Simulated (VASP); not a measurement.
# KF (Carobbiite) (Fm-3m) in VASP: a series of runs

The runs below take KF (Carobbiite) through relaxation of cell and atoms, relaxation of the atoms, with PBE.

Program: VASP 6.6.1. These are calculated values, not measurements. Logs are shortened: lines on timing, memory, paths and dates and some standing lists are left out, and cuts for length are marked.

## Step 1: The crystal as given

Symmetry: Fm-3m, No. 225, cubic system. The conventional cell has a = 5.344 Å, b = 5.344 Å, c = 5.344 Å, α = 90.00°, β = 90.00°, γ = 90.00°. K (site symmetry m-3m) is surrounded by 6 F at 2.67 Å. Around F (site symmetry m-3m) lie 6 K at 2.67 Å.

## Step 2: Relaxation of cell and atoms, PBE

INCAR

```
SYSTEM = KF
PREC = Accurate ; ENCUT = 600
EDIFF = 1E-6 ; ISMEAR = 0
SIGMA = 0.03 ; LREAL = .FALSE.
LASPH = .TRUE. ; NELM = 80
ALGO = Normal ; ISIF = 3
LWAVE = .FALSE. ; LCHARG = .FALSE.
GGA = PE ; IBRION = 2
NSW = 90 ; EDIFFG = -0.01
```

KPOINTS

```
regular mesh
0
G
  10 10 10
  0 0 0
```

POSCAR

```
KF
1.0
    0.0000000000      2.6718500000      2.6718500000
    2.6718500000      0.0000000000      2.6718500000
    2.6718500000      2.6718500000      0.0000000000
K F
1 1
Direct
    0.0000000000      0.0000000000      0.0000000000
    0.5000000000      0.5000000000      0.5000000000
```

Potentials or basis: VASP PAW PBE potentials, release 64 (K_sv, F).

The run is started by

```sh
cat potpaw_PBE.64/K_sv/POTCAR potpaw_PBE.64/F/POTCAR > POTCAR
mpirun -np 1 vasp_std > vasp.out
```

OUTCAR:

```text
SYSTEM = KF
   PREC = Accurate
   ENCUT = 600
   EDIFF = 1E-6
   ISMEAR = 0
   LREAL = .FALSE.
   LASPH = .TRUE.
   NELM = 80
   ISIF = 3
   GGA = PE
   IBRION = 2
   NSW = 90
   EDIFFG = -0.01

 ion  position               nearest neighbor table
   1  0.000  0.000  0.000-   2 2.67   2 2.67   2 2.67   2 2.67   2 2.67   2 2.67
   2  0.500  0.500  0.500-   1 2.67   1 2.67   1 2.67   1 2.67   1 2.67   1 2.67

  LATTYP: Found a face centered cubic cell.
 ALAT       =     5.3437000000

  Lattice vectors:

 A1 = (   0.0000000000,   2.6718500000,   2.6718500000)
 A2 = (   2.6718500000,   0.0000000000,   2.6718500000)
 A3 = (   2.6718500000,   2.6718500000,   0.0000000000)

Analysis of symmetry for initial positions (statically):
=====================================================================
 Subroutine PRICEL returns:
 Original cell was already a primitive cell.

 Routine SETGRP: Setting up the symmetry group for a
 face centered cubic supercell.

 Subroutine GETGRP returns: Found 48 space group operations
 (whereof 48 operations were pure point group operations)
 out of a pool of 48 trial point group operations.

The static configuration has the point symmetry O_h .

Analysis of symmetry for dynamics (positions and initial velocities):
=====================================================================
 Subroutine PRICEL returns:
 Original cell was already a primitive cell.

 Routine SETGRP: Setting up the symmetry group for a
 face centered cubic supercell.

 Subroutine GETGRP returns: Found 48 space group operations
 (whereof 48 operations were pure point group operations)
 out of a pool of 48 trial point group operations.

The dynamic configuration has the point symmetry O_h .

 Subroutine INISYM returns: Found 48 space group operations
 (whereof 48 operations are pure point group operations),
 and found     1 'primitive' translations

----------------------------------------------------------------------------------------

                                     Primitive cell

  volume of cell :      38.1475

  direct lattice vectors                    reciprocal lattice vectors
     0.000000000  2.671850000  2.671850000    -0.187136254  0.187136254  0.187136254
     2.671850000  0.000000000  2.671850000     0.187136254 -0.187136254  0.187136254
     2.671850000  2.671850000  0.000000000     0.187136254  0.187136254 -0.187136254

  length of vectors
     3.778566507  3.778566507  3.778566507     0.324129500  0.324129500  0.324129500

  position of ions in fractional coordinates (direct lattice)
     0.000000000  0.000000000  0.000000000
     0.500000000  0.500000000  0.500000000

  ion indices of the primitive-cell ions
   primitive index   ion index
                 1           1
                 2           2

----------------------------------------------------------------------------------------

 KPOINTS: regular mesh

Automatic generation of k-mesh.
 Grid dimensions read from file:
 generate k-points for:   10   10   10

 Generating k-lattice:

  Cartesian coordinates                     Fractional coordinates (reciprocal lattice)
    -0.018713625  0.018713625  0.018713625     0.100000000  0.000000000  0.000000000
     0.018713625 -0.018713625  0.018713625     0.000000000  0.100000000  0.000000000
     0.018713625  0.018713625 -0.018713625     0.000000000  0.000000000  0.100000000

  Length of vectors
     0.032412950  0.032412950  0.032412950

  Shift w.r.t. Gamma in fractional coordinates (k-lattice)
     0.000000000  0.000000000  0.000000000

 Subroutine IBZKPT returns following result:
 ===========================================

 Found     47 irreducible k-points:

 Following reciprocal coordinates:
            Coordinates               Weight
  0.000000  0.000000  0.000000      1.000000
  0.100000  0.000000  0.000000      8.000000
  0.200000  0.000000  0.000000      8.000000
  0.300000  0.000000  0.000000      8.000000
  0.400000  0.000000  0.000000      8.000000
  0.500000  0.000000  0.000000      4.000000
[... 16 lines left out ...]
  0.300000  0.300000  0.000000      6.000000
  0.400000  0.300000  0.000000     24.000000
 [... further k-points ...]
   k-points           NKPTS =     47   k-points in BZ     NKDIM =     47   number of bands    NBANDS=     12
   number of dos      NEDOS =    301   number of ions     NIONS =      2
   total plane-waves  NPLWV =  27000
   dimension x,y,z NGX =    30 NGY =   30 NGZ =   30
   dimension x,y,z NGXF=    60 NGYF=   60 NGZF=   60
   ions per type =               1   1
   NGX,Y,Z   is equivalent  to a cutoff of  13.20, 13.20, 13.20 a.u.
   NGXF,Y,Z  is equivalent  to a cutoff of  26.40, 26.40, 26.40 a.u.
 SYSTEM =  KF
   PREC   = accura    normal or accurate (medium, high low for compatibility)
   ISTART =      0    job   : 0-new  1-cont  2-samecut
   ICHARG =      2    charge: 1-file 2-atom 10-const
   ISPIN  =      1    spin polarized calculation?
   LNONCOLLINEAR =      F non collinear calculations
   LSORBIT =      F    spin-orbit coupling
   LASPH  =      T    aspherical Exc in radial PAW
   ENCUT  =  600.0 eV  44.10 Ry    6.64 a.u.   7.55  7.55  7.55*2*pi/ulx,y,z
   NELM   =     80;   NELMIN=  2; NELMDL= -5     # of ELM steps
   EDIFF  = 0.1E-05   stopping-criterion for ELM
   LREAL  =      F    real-space projection
   EDIFFG = -.1E-01   stopping-criterion for IOM
   NSW    =     90    number of steps for IOM
   IBRION =      2    ionic relax: 0-MD 1-quasi-New 2-CG
   NFREE  =      1    steps in history (QN), initial steepest desc. (CG)
   ISIF   =      3    stress and relaxation
   ISYM   =      2    0-nonsym 1-usesym 2-fastsym
   POTIM  = 0.5000    time-step for ionic-motion
   TEBEG  =    0.0;   TEEND  =   0.0 temperature during run
   PSTRESS=    0.0 pullay stress
   NELECT =      16.0000    total number of electrons
   NUPDOWN=      -1.0000    fix difference up-down
   EMIN   =  10.00;   EMAX   =-10.00  energy-range for DOS
   EFERMI =   0.00;   METHOD = LEGACY
   ISMEAR =     0;   SIGMA  =   0.03  broadening in eV -4-tet -1-fermi 0-gaus
   EFERMI_NEDOS =   21; number of points for ismear=-14 and -15
   IALGO  =     38    algorithm
   IMIX   =      4    mixing-type and parameters
     AMIX     =   0.40;   BMIX     =  1.00
     AMIX_MAG =   1.60;   BMIX_MAG =  1.00
  volume/ion in A,a.u.               =      19.07       128.72
  Fermi-wavevector in a.u.,A,eV,Ry     =   1.225442  2.315750 20.431978  1.501708
  Thomas-Fermi vector in A             =   2.360480
   LORBIT       =      0    0 simple, 1 ext, 2 COOP (PROOUT), +10 PAW based schemes
   GGA     = PE    functional components
   LHFCALC =     F    Hartree Fock is set to
   AEXX    =    0.0000 exact exchange contribution
   IVDW    =     0    specifies the selected vdW correction
   LEPSILON=     F    determine dielectric tensor
   LRPA    =     F    only Hartree local field effects (RPA)
 conjugate gradient relaxation of ions
 non-spin polarized calculation
 Gauss-broadening in eV      SIGMA  =   0.03
  energy-cutoff  :      600.00
  volume of cell :       38.15
 maximum number of plane-waves:      1295
   NGX = 15   NGY = 15   NGZ = 15

--------------------------------------- Ionic step        1  -------------------------------------------

 number of electron      15.9999997 magnetization

 Free energy of the ion-electron system (eV)
  ---------------------------------------------------
  ext. energy  EPLUGINS =         0.00000000
  ---------------------------------------------------
  free energy    TOTEN  =        -8.29192415 eV

  energy without entropy =       -8.29192415  energy(sigma->0) =       -8.29192415

------------------------ aborting loop because EDIFF is reached ----------------------------------------

  FORCE on cell =-STRESS in cart. coord.  units (eV):
  Direction    XX          YY          ZZ          XY          YZ          ZX
  --------------------------------------------------------------------------------------
  -------------------------------------------------------------------------------------
  Total        0.3348060      0.3348060      0.3348060      0.0000000      0.0000000     -0.0000000
  in kB       14.0616925     14.0616925     14.0616925      0.0000000      0.0000000     -0.0000000
  external PRESSURE =      14.0616925 kB  Pullay stress =       0.0000000 kB
[... 93 lines left out ...]
  energy  without entropy=       -8.2988668218  energy(sigma->0) =       -8.29886682

--------------------------------------- Ionic step        4  -------------------------------------------

 number of electron      15.9999992 magnetization

 Free energy of the ion-electron system (eV)
  ---------------------------------------------------
  ext. energy  EPLUGINS =         0.00000000
  ---------------------------------------------------
  free energy    TOTEN  =        -8.29891943 eV

  energy without entropy =       -8.29891943  energy(sigma->0) =       -8.29891943

 E-fermi :  -2.7786     XC(G=0):  -8.2093

 val. band max:       -2.9168306558   @ k =   0.0000   0.0000   0.0000
 cond. band min:       3.0289504421   @ k =   0.0000   0.0000   0.0000
 fundamental gap:      5.9457810979
 Fermi energy:        -2.7786263313

 k-point     1 :       0.0000    0.0000    0.0000
  band No.  band energies     occupation
      1     -29.1763      2.00000
      2     -21.5512      2.00000
      3     -12.4564      2.00000
      4     -12.4564      2.00000
      5     -12.4564      2.00000
      6      -2.9168      2.00000
      7      -2.9168      2.00000
      8      -2.9168      2.00000
      9       3.0290      0.00000
     10       7.6410      0.00000
     11       7.6410      0.00000
     12       7.6410      0.00000
[... 331 lines left out ...]
 k-point    24 :       0.4000    0.3000    0.0000
  band No.  band energies     occupation
      1     -29.0988      2.00000
      2     -21.5748      2.00000
      3     -12.7709      2.00000
      4     -12.6045      2.00000
      5     -12.5940      2.00000
      6      -3.3181      2.00000
      7      -3.0246      2.00000
      8      -3.0039      2.00000
      9       5.7091      0.00000
     10       6.0647      0.00000
     11       8.9078      0.00000
     12       9.8417      0.00000

 [... further k-points ...]

------------------------ aborting loop because EDIFF is reached ----------------------------------------

  FORCE on cell =-STRESS in cart. coord.  units (eV):
  Direction    XX          YY          ZZ          XY          YZ          ZX
  --------------------------------------------------------------------------------------
  -------------------------------------------------------------------------------------
  Total       -0.0004051     -0.0004051     -0.0004051      0.0000000      0.0000000      0.0000000
  in kB       -0.0162941     -0.0162941     -0.0162941      0.0000000      0.0000000      0.0000000
  external PRESSURE =      -0.0162941 kB  Pullay stress =       0.0000000 kB
[... 17 lines left out ...]
  FREE ENERGIE OF THE ION-ELECTRON SYSTEM (eV)
  ---------------------------------------------------
  free  energy   TOTEN  =        -8.2989194303 eV

  energy  without entropy=       -8.2989194303  energy(sigma->0) =       -8.29891943

 reached required accuracy - stopping structural energy minimisation
```

Run time: 67 s. Hardware: 1 thread of Intel Xeon Platinum 8488C (Sapphire Rapids), shared host; peak memory 0.19 GiB.

Results:

- Free energy: -8.2989 eV
- Relaxed volume: 19.92 Å³/atom
- Relaxed cell: a = 3.833 Å, b = 3.833 Å, c = 3.833 Å, α = 60.00°, β = 60.00°, γ = 60.00°
- Space group after relaxing (to 0.05 Å): Fm-3m (No. 225)
- Energy gained by relaxing: 3.5 meV/atom
- Ionic steps: 4
- Pressure after relaxing: 0.0 GPa
- Band gap on the k mesh: 5.95 eV, direct

The path:
```
step  energy change (eV)  largest force (eV/Å)  pressure (GPa)  volume (Å³)
   1              0.0000                0.0000            1.41        38.15
   2             -0.0057                0.0000            0.58        39.08
   3             -0.0069                0.0000           -0.11        39.98
   4             -0.0070                0.0000            0.00        39.83
```

Final structure:
```
K F
1.0
     0.00000    2.71067    2.71067
     2.71067    0.00000    2.71067
     2.71067    2.71067    0.00000
K F
1 1
Direct
  0.00000 0.00000 0.00000
  0.50000 0.50000 0.50000
```

Levels at points of the mesh, in eV from the valence-band top:
```csv
k point,band 4,band 5,band 6,band 7,band 8,band 9,band 10,band 11,band 12
"(0.00, 0.00, 0.00)",-9.54,-9.54,0.00,0.00,0.00,5.95,10.56,10.56,10.56
"(0.50, 0.00, 0.00)",-9.57,-9.57,-0.75,-0.31,-0.31,8.89,10.29,11.87,11.87
"(0.50, 0.50, 0.00)",-9.72,-9.72,-0.23,-0.07,-0.07,8.16,10.06,11.47,13.38
```

## Step 3: Relaxation of cell and atoms, PBE

This run uses another cell than the first one, of 19.92 Å³/atom, 1.044 times its volume.

INCAR

```
SYSTEM = KF
PREC = Accurate ; ENCUT = 600
EDIFF = 1E-7 ; ISMEAR = 0
SIGMA = 0.03 ; LREAL = .FALSE.
LASPH = .TRUE. ; NELM = 80
ALGO = Normal ; ISIF = 3
LWAVE = .FALSE. ; LCHARG = .FALSE.
GGA = PE ; IBRION = 2
NSW = 90 ; EDIFFG = -0.005
```

KPOINTS is that of step 2.

POSCAR

```
KF                                      
1.0
    0.0000000000      2.7106739245      2.7106739245
    2.7106739245     -0.0000000000      2.7106739245
    2.7106739245      2.7106739245      0.0000000000
  K               F             
     1     1
Direct
     0.0000000000000000    0.0000000000000000    0.0000000000000000
     0.5000000000000000    0.5000000000000000    0.5000000000000000
```

Potentials or basis: VASP PAW PBE potentials, release 64 (K_sv, F).

The run is started by

```sh
cat potpaw_PBE.64/K_sv/POTCAR potpaw_PBE.64/F/POTCAR > POTCAR
mpirun -np 1 vasp_std > vasp.out
```

It took 19 s on 1 thread of Intel Xeon Platinum 8488C (Sapphire Rapids), shared host; peak memory 0.18 GiB.

It converged, with:

| Quantity | Value |
| --- | --- |
| Free energy | -8.3012 eV |
| Pressure after relaxing | 0.0 GPa |
| Band gap on the k mesh | 5.95 eV, direct |

Final structure:
```cif
data_structure
_symmetry_space_group_name_H-M 'P 1'
_symmetry_Int_Tables_number 1
_cell_length_a 3.8335
_cell_length_b 3.8335
_cell_length_c 3.8335
_cell_angle_alpha 60.000
_cell_angle_beta 60.000
_cell_angle_gamma 60.000
_cell_volume 39.83
loop_
_atom_site_label
_atom_site_type_symbol
_atom_site_fract_x
_atom_site_fract_y
_atom_site_fract_z
_atom_site_occupancy
K1 K 0.00000 0.00000 0.00000 1
F1 F 0.50000 0.50000 0.50000 1
```

Levels at points of the mesh, in eV from the valence-band top:
```csv
k point,band 6,band 7,band 8,band 9,band 10,band 11
"(0.00, 0.00, 0.00)",0.00,0.00,0.00,5.95,10.56,10.56
"(0.50, 0.00, 0.00)",-0.75,-0.31,-0.31,8.89,10.29,11.87
"(0.50, 0.50, 0.00)",-0.23,-0.07,-0.07,8.16,10.07,11.47
```

Caveat: the relaxation stopped at its first step, so nothing moved. A k mesh can miss the band edges.

## Step 4: Relaxation of the atoms, PBE (a relaxed cell with its volume scaled by 0.94)

INCAR

```
SYSTEM = KF
PREC = Accurate ; ENCUT = 600
EDIFF = 1E-7 ; ISMEAR = 0
SIGMA = 0.03 ; LREAL = .FALSE.
LASPH = .TRUE. ; NELM = 80
ALGO = Normal ; ISIF = 2
LWAVE = .FALSE. ; LCHARG = .FALSE.
GGA = PE ; IBRION = 2
NSW = 40 ; EDIFFG = -0.01
```

KPOINTS is that of step 3.

POSCAR

```
KF                                      
1.0
    0.0000000000      2.6553385217      2.6553385217
    2.6553385217      0.0000000000      2.6553385217
    2.6553385217      2.6553385217      0.0000000000
  K               F             
     1     1
Direct
     0.0000000000000000    0.0000000000000000    0.0000000000000000
     0.5000000000000000    0.5000000000000000    0.5000000000000000
```

The run is started by

```sh
cat potpaw_PBE.64/K_sv/POTCAR potpaw_PBE.64/F/POTCAR > POTCAR
mpirun -np 1 vasp_std > vasp.out
```

Wall time 23 s (1 thread of Intel Xeon Platinum 8488C (Sapphire Rapids), shared host); peak memory 0.18 GiB.

It converged, with:

```yaml
Free_energy: -8.2833 eV
Pressure_after_relaxing: 2.1 GPa
Band_gap_on_the_k_mesh: 6.27 eV, direct
```

Final structure:
```
K F
1.0
     0.00000    2.65534    2.65534
     2.65534    0.00000    2.65534
     2.65534    2.65534    0.00000
K F
1 1
Direct
  0.00000 0.00000 0.00000
  0.50000 0.50000 0.50000
```

Levels at points of the mesh, in eV from the valence-band top:
| k point | band 5 | band 6 | band 7 | band 8 | band 9 | band 10 | band 11 | band 12 |
| --- | --- | --- | --- | --- | --- | --- | --- | --- |
| (0.00, 0.00, 0.00) | -9.32 | 0.00 | 0.00 | 0.00 | 6.27 | 10.73 | 10.73 | 10.73 |
| (0.50, 0.00, 0.00) | -9.36 | -0.81 | -0.36 | -0.36 | 9.15 | 10.75 | 12.16 | 12.16 |
| (0.50, 0.50, 0.00) | -9.55 | -0.20 | -0.05 | -0.05 | 8.22 | 10.41 | 11.96 | 13.71 |

Caveat: the relaxation stopped at its first step, so nothing moved.

## Step 5: Relaxation of the atoms, PBE (a relaxed cell with its volume scaled by 0.96)

INCAR is that of step 4.

KPOINTS is that of step 4.

POSCAR

```
KF                                      
1.0
    0.0000000000      2.6740387049      2.6740387049
    2.6740387049      0.0000000000      2.6740387049
    2.6740387049      2.6740387049      0.0000000000
  K               F             
     1     1
Direct
     0.0000000000000000    0.0000000000000000    0.0000000000000000
     0.5000000000000000    0.5000000000000000    0.5000000000000000
```

The run is started by

```sh
cat potpaw_PBE.64/K_sv/POTCAR potpaw_PBE.64/F/POTCAR > POTCAR
mpirun -np 1 vasp_std > vasp.out
```

It took 23 s on 1 thread of Intel Xeon Platinum 8488C (Sapphire Rapids), shared host; peak memory 0.18 GiB.

The run converged. Its results:

```
Free energy             : -8.2928 eV
Pressure after relaxing : 1.3 GPa
Band gap on the k mesh  : 6.15 eV, direct
```

Final structure:
```xyz
2
Lattice="0.0000 2.6740 2.6740 2.6740 0.0000 2.6740 2.6740 2.6740 0.0000" Properties=species:S:1:pos:R:3 pbc="T T T"
K     0.0000    0.0000    0.0000
F     2.6740    2.6740    2.6740
```

Levels at points of the mesh, in eV from the valence-band top:
| k point | band 5 | band 6 | band 7 | band 8 | band 9 | band 10 | band 11 | band 12 |
| --- | --- | --- | --- | --- | --- | --- | --- | --- |
| (0.00, 0.00, 0.00) | -9.40 | 0.00 | 0.00 | 0.00 | 6.15 | 10.67 | 10.67 | 10.67 |
| (0.50, 0.00, 0.00) | -9.43 | -0.79 | -0.34 | -0.34 | 9.06 | 10.59 | 12.06 | 12.06 |
| (0.50, 0.50, 0.00) | -9.60 | -0.21 | -0.06 | -0.06 | 8.20 | 10.29 | 11.79 | 13.60 |

Caveat: the relaxation stopped at its first step, so nothing moved. A k mesh can miss the band edges.

## Step 6: The runs side by side

```tsv
task	cell	gap on the mesh (eV)	pressure (GPa)
relaxation of cell and atoms	relaxed	5.95	0.0
relaxation of the atoms	atoms relaxed from: a relaxed cell with its volume scaled by 0.94	6.27	2.1
relaxation of the atoms	atoms relaxed from: a relaxed cell with its volume scaled by 0.96	6.15	1.3
```

Alike in all rows: level PBE; potentials or basis VASP PAW PBE potentials, release 64 (K_sv, F); no spin polarisation; k mesh 10 × 10 × 10; cutoff (eV) 600; smearing gaussian 0.03 eV.

Caveats: the relaxation stopped at its first step, so nothing moved.

Total energies depend on the potentials used, so only differences within one code and one set of settings carry meaning.
